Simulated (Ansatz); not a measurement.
Consider GeO2 in the rutile structure (space group P4_2/mnm, No. 136).

```cif
data_Ge2O4
_chemical_formula_sum 'Ge2 O4'
_space_group_name_H-M_alt 'P42/mnm'
_space_group_IT_number 136
_space_group_name_Hall '-P 4n 2n'
_cell_length_a 4.48750
_cell_length_b 4.48750
_cell_length_c 2.90497
_cell_angle_alpha 90.000
_cell_angle_beta 90.000
_cell_angle_gamma 90.000
loop_
_atom_site_label
_atom_site_type_symbol
_atom_site_symmetry_multiplicity
_atom_site_Wyckoff_symbol
_atom_site_fract_x
_atom_site_fract_y
_atom_site_fract_z
_atom_site_occupancy
Ge1 Ge 2 a 0.00000 0.00000 0.00000 1
O1 O 4 f 0.30714 0.30714 0.00000 1
```

Computed with PBE (Ansatz, an electronic-structure program; PAW; 420 eV plane waves; spin-orbit coupling left out).

Now apply this change: a hydrostatic pressure of 7.5 GPa.

Q: Predict the new mean gap deformation potential ΔEg/Δln V.

A: The mean gap deformation potential ΔEg/Δln V is -10.9 eV.

Load acts through the strain it causes; cell and atoms are relaxed under it. Stability against distortions was not tested. Competing high-pressure phases were not computed.
